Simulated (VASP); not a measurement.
# HfO₂: forms and broadenings of the independent-particle spectrum

HfO₂, P4_2/nmc (no. 137), 6 atoms in the cell. PBE, independent-particle dielectric function; PAW potentials Hf_pv, O (PBE set).

## Input

INCAR.step1:
```
  PREC = Accurate
  ENCUT = 460
  ISMEAR = 0
  SIGMA = 0.02
  EDIFF = 1E-8
  LASPH = True
  KPAR = 4
  LWAVE = False
  LCHARG = False
  LEPSILON = True
```

INCAR.step2, as INCAR.step1 but for:
```
- LWAVE = False
- LEPSILON = True
+ LWAVE = True
+ NBANDS = 86
```

INCAR.step3:
```
  PREC = Accurate
  ENCUT = 460
  ISMEAR = 0
  SIGMA = 0.02
  EDIFF = 1E-7
  LASPH = True
  KPAR = 4
  LWAVE = False
  LCHARG = False
  LOPTICS = True
  NBANDS = 86
  NEDOS = 2000
  CSHIFT = 0.1
  ALGO = None
  NELM = 1
  ISTART = 1
```

INCAR.step4, as INCAR.step3 but for:
```
+ LNABLA = True
```

INCAR.step5, as INCAR.step4 but for:
```
- LNABLA = True
+ LPEAD = True
+ IPEAD = 3
```

INCAR.step6, as INCAR.step5 but for:
```
- IPEAD = 3
+ IPEAD = 2
```

INCAR.step7 changes the same tag again: IPEAD = 4.

INCAR.step8, as INCAR.step7 but for:
```
- CSHIFT = 0.1
- LPEAD = True
- IPEAD = 4
+ CSHIFT = 0.05
```

INCAR.step9, as INCAR.step8 but for:
```
- CSHIFT = 0.05
+ CSHIFT = 0.03
```

INCAR.step10 changes the same tag again: CSHIFT = 0.01.

INCAR.step11, as INCAR.step10 but for:
```
- ISMEAR = 0
- CSHIFT = 0.01
+ ISMEAR = -5
+ CSHIFT = 0.1
```

INCAR.step12, as INCAR.step11 but for:
```
- ISMEAR = -5
- SIGMA = 0.02
+ ISMEAR = 0
+ SIGMA = 0.2
```

INCAR.step13, as INCAR.step12 but for:
```
- SIGMA = 0.2
+ SIGMA = 0.02
+ OMEGAMAX = 12
```

INCAR.step14, as INCAR.step13 but for:
```
- OMEGAMAX = 12
+ OMEGAMAX = 60
```

KPOINTS:
```
k-points
0
Gamma
  6 6 4
```

POSCAR:
```
HfO2
1.0
    3.5580193300      0.0000000000      0.0000000000
    0.0000000000      3.5580193300      0.0000000000
    0.0000000000      0.0000000000      5.1718612100
Hf O
2 4
Direct
    0.0000000000      0.0000000000      0.0000000000
    0.5000000000      0.5000000000      0.5000000000
    0.0000000000      0.5000000000      0.1972078800
    0.5000000000      0.0000000000      0.3027921200
    0.5000000000      0.0000000000      0.8027921200
    0.0000000000      0.5000000000      0.6972078800
```

Commands (each step's output is kept before the next begins):
```
cat potpaw_PBE.64/Hf_pv/POTCAR potpaw_PBE.64/O/POTCAR > POTCAR
cp INCAR.step1 INCAR
mpirun -np 4 vasp_std > vasp.out
rm WAVECAR CHG
cp INCAR.step2 INCAR
mpirun -np 4 vasp_std > vasp.out
cp INCAR.step3 INCAR
mpirun -np 4 vasp_std > vasp.out
cp INCAR.step4 INCAR
mpirun -np 4 vasp_std > vasp.out
cp INCAR.step5 INCAR
mpirun -np 4 vasp_std > vasp.out
cp INCAR.step6 INCAR
mpirun -np 4 vasp_std > vasp.out
cp INCAR.step7 INCAR
mpirun -np 4 vasp_std > vasp.out
cp INCAR.step8 INCAR
mpirun -np 4 vasp_std > vasp.out
cp INCAR.step9 INCAR
mpirun -np 4 vasp_std > vasp.out
cp INCAR.step10 INCAR
mpirun -np 4 vasp_std > vasp.out
cp INCAR.step11 INCAR
mpirun -np 4 vasp_std > vasp.out
cp INCAR.step12 INCAR
mpirun -np 4 vasp_std > vasp.out
cp INCAR.step13 INCAR
mpirun -np 4 vasp_std > vasp.out
cp INCAR.step14 INCAR
mpirun -np 4 vasp_std > vasp.out
```

## Result

- Direct gap on the mesh (eV): 4.84
- Gap on the mesh (eV): 4.76
- Bands: 86

One ground state, settings moved in the last step alone:

| Settings | ε at zero frequency | Mean energy of the absorption, weighted by Im ε (eV) | Time (s) |
|---|---|---|---|
| longitudinal form, CSHIFT 0.1 | 5.14 | 9.91 | 6 |
| transversal form (LNABLA) | 4.64 | 9.99 | 4 |
| finite differences (LPEAD), order 3 | 5.12 | 9.93 | 19 |
| finite differences (LPEAD), order 2 | 5.10 | 9.95 | 11 |
| finite differences (LPEAD), order 4 | 5.13 | 9.92 | 21 |
| CSHIFT 0.05 | 5.14 | 9.90 | 5 |
| CSHIFT 0.03 | 5.14 | 9.89 | 5 |
| CSHIFT 0.01 | 5.14 | 9.89 | 5 |
| tetrahedron method | 5.11 | 9.96 | 6 |
| SIGMA 0.2 | 5.14 | 9.91 | 6 |
| OMEGAMAX 12, which cuts the spectrum short | 4.17 | – | 5 |
| OMEGAMAX 60 | 5.13 | 9.91 | 4 |

The mean energy covers the spectrum up to 20 eV.

On the same mesh, density-functional perturbation theory with local fields gives ε = 5.02.

Limits: The 6×6×4 mesh is coarse for a spectrum: peaks stand apart that a denser mesh merges; spin-orbit coupling is left out, which can matter with atoms this heavy.

VASP 6.6.1 took 292 s on 4 cores (Intel Xeon Platinum 8259CL @ 2.50GHz (Skylake/Cascade Lake)), a shared host.
